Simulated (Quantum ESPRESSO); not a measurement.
# MnO in Quantum ESPRESSO: the effect of functional

The system is MnO.

```
Mn O
1.0
     0.00000    2.22200    2.22200
     2.22200    0.00000    2.22200
     2.22200    2.22200    0.00000
Mn O
1 1
Direct
  0.00000 0.00000 0.00000
  0.50000 0.50000 0.50000
```

Alike in all runs:

| Quantity | Value |
| --- | --- |
| Program | Quantum ESPRESSO 7.5 |
| Task | phonons |
| Cutoff | 1306 eV |
| Density cutoff | 5225 eV |
| k mesh | 4 × 4 × 4, shifted |
| Occupations | fermi-dirac, width 0.05 eV |
| Spin | collinear spin, ferromagnetic start |
| Starting moments | [4.0, 0.0] μB |

Each run relaxes the cell or the atoms first.

Question: One run gave: relaxed volume 9.11 Å³/atom; moment 3.75 μB; highest phonon frequency 439 cm⁻¹. Which functional did it use?
A. PBEsol
B. LDA
C. PBE
D. PW91
E. RPBE

Answer: B.

```tsv
functional	potentials or basis	relaxed volume (Å³/atom)	moment (μB)	highest phonon frequency (cm⁻¹)
LDA	PseudoDojo 0.4.1 SR LDA standard	9.11	3.75	439
PBE	PseudoDojo 0.4.1 SR PBE standard	11.12	4.88	242
PBEsol	PseudoDojo 0.4.1 SR PBEsol standard	10.32	4.63	319
PW91	PseudoDojo 0.4.1 SR PBE standard	11.02	4.84	268
RPBE	PseudoDojo 0.4.1 SR PBE standard	11.63	5.00	191
```

Caveats: all runs use coarse meshes; the mesh is thin for the phonons of a metal; a cell with one magnetic atom can't hold antiferromagnetic order, which such compounds often take; the potentials were made for another functional, which shifts forces and pressure (some runs); the volume moved by over 15 % at a fixed basis, so the end points are rough (some runs); before the sum rule the acoustic modes lie tens of cm⁻¹ from zero, a sign that the density grid also shifts the optical modes (some runs).

Not every run made on this cell is shown here.
